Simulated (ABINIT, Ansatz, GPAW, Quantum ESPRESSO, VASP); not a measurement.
Ir: 5 runs at one level of theory

```xyz
1
Lattice="0.0000 1.9156 1.9156 1.9156 0.0000 1.9156 1.9156 1.9156 0.0000" Properties=species:S:1:pos:R:3 pbc="T T T"
Ir    0.0000    0.0000    0.0000
```

Alike in all runs: task single point; functional PBEsol; k mesh 12 × 12 × 12; occupations fermi-dirac, width 0.05 eV; no spin polarisation; no spin-orbit coupling. Pressure is positive in compression and, in plane waves, holds the error of the finite cutoff.

```csv
program and potentials,plane-wave cutoff (eV),notes,band gap (eV),pressure (GPa)
"Ansatz, all-electron LAPW, scalar-relativistic",-,-,no gap,-0.72
"Quantum ESPRESSO, GBRV 1.5 PBEsol",612,15 valence electrons an atom on average,no gap,-0.71
"GPAW, PAW data sets generated for this functional",600,15 valence electrons an atom on average,no gap,-1.98
"ABINIT, JTH PAW PBE v2.0",435,potentials made for PBE; 15 valence electrons an atom on average,no gap,0.07
"VASP, PBE PAW files Ir, 520 eV",520,potentials made for PBE; 9 valence electrons an atom on average,no gap,0.30
```

None finds a gap. The pressure spans -1.98 (GPAW, PAW data sets generated for this functional) to 0.30 GPa (VASP, PBE PAW files Ir, 520 eV), with all-electron results at -0.72.

The functional is the same throughout but for its coding, so the spread measures potentials, basis and numerics; runs on potential files found faulty are left out.
